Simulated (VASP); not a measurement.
# Ge under changes of volume

One of the cells (18.618 Å³/atom); the others are scaled copies at fixed shape and fractional positions:

```
Ge
1.0
     1.49791   -2.61187    0.00000
     1.49791    2.61187    0.00000
     0.00000    0.00000    4.75891
Ge
2
Cartesian
  1.4979 0.8700 1.1897
  1.4979 -0.8700 3.5692
```

This isn't the form of Ge at room conditions, which is diamond.

| Quantity | Value |
| --- | --- |
| Program | VASP 6.6.1 |
| Functional | r2SCAN |
| Potentials or basis | VASP PAW PBE potentials, release 64 (Ge_d) |
| Cutoff | 520 eV |
| k mesh | 10 × 10 × 6 |
| Occupations | fermi-dirac, width 0.05 eV |
| Spin | no spin polarisation |

| volume (Å³/atom) | energy over the lowest point (meV/atom) | pressure (GPa) | largest force (eV/Å) |
| --- | --- | --- | --- |
| 17.158 | ? | ? | ? |
| 17.523 | 19.89 | 5.4 | 0.000 |
| 17.888 | 9.44 | 3.6 | 0.001 |
| 18.618 | 0.00 | 0.4 | 0.002 |
| 18.984 | 0.30 | -0.9 | 0.003 |
| 19.349 | 3.55 | -2.1 | 0.003 |

Question: What does the run at 17.158 Å³/atom give?

Answer: Energy over the lowest point 34.72 meV/atom; pressure 7.5 GPa; largest force 0.001 eV/Å.

Worked out: A Birch-Murnaghan fit of order 3 (a polynomial in V^(-2/3)) to the other rows has its minimum at 18.76 Å³/atom with B0 = V·E''(V) = 70 GPa and B' = 4.0 at fixed shape and positions, which overstates the stiffness. It gives 34.69 meV/atom at 17.158 Å³/atom, against the run's 34.72, and -dE/dV = 7.5 GPa, against 7.5.

Energies are extrapolated to zero smearing.

Caveats: the PAW data sets were made with another functional, which shifts forces and pressure a little.
